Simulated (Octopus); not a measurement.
Nb in Octopus: convergence with k mesh

Input of the first run (k mesh 2 × 2 × 2); the others differ in this setting and in those tied to it:

File inp:

```
CalculationMode = gs
UnitsOutput = eV_Angstrom
PeriodicDimensions = 3
ExperimentalFeatures = yes
PseudopotentialSet = hgh_lda_sc
%LatticeParameters
 1*angstrom | 1*angstrom | 1*angstrom
%
%LatticeVectors
 -1.66395 | 1.66395 | 1.66395
 1.66395 | -1.66395 | 1.66395
 1.66395 | 1.66395 | -1.66395
%
%ReducedCoordinates
 "Nb" | 0 | 0 | 0
%
%Spacing
 0.18012787*angstrom | 0.18012787*angstrom | 0.18012787*angstrom
%
DerivativesOrder = 8
%KPointsGrid
 2 | 2 | 2
%
KPointsUseSymmetries = yes
XCFunctional = gga_x_b88 + gga_c_lyp
VDWCorrection = vdw_d3_zero_damping
VDWD3Functional = "b-lyp"
SpinComponents = polarized
KPointsUseTimeReversal = no
GuessMagnetDensity = paramagnetic
SmearingFunction = fermi_dirac
Smearing = 0.1*eV
ExtraStates = 7
Eigensolver = chebyshev_filter
ConvRelDens = 1e-6
MaximumIter = 120
%Output
 density | cube
 elf | cube
 potential | cube
%
```

Potentials or basis: hgh_lda_sc (LDA, semicore).

Launch:

```console
$ OMP_NUM_THREADS=1 octopus > out.log
```

Hardware: 1 thread of Arm Neoverse V1, on a shared host.

| k mesh | energy less the tightest run, at zero smearing (meV/atom) | SCF cycles | CPU time (s) | peak memory (GiB) |
| --- | --- | --- | --- | --- |
| 2 × 2 × 2 | -1064.90 | 19 | 14 | 0.09 |
| 3 × 3 × 3 | -100.57 | 12 | 14 | 0.1 |
| 5 × 5 × 5 | 48.53 | 12 | 31 | 0.17 |
| 7 × 7 × 7 | 30.01 | 12 | 59 | 0.28 |
| 8 × 8 × 8 | -11.22 | 12 | 91 | 0.38 |
| 10 × 10 × 10 | 30.52 | 12 | 150 | 0.58 |
| 12 × 12 × 12 | 0.00 | 12 | 230 | 0.86 |

Not settled before the last step: the energy (to 1 meV/atom). Meshes of other sizes hit other points, so gaps and Fermi surfaces needn't settle smoothly. The tightest run that finished is the yardstick and may itself not be fully converged.

Caveat, for the tightest run too: this is an older set of potentials, less accurate than current ones.
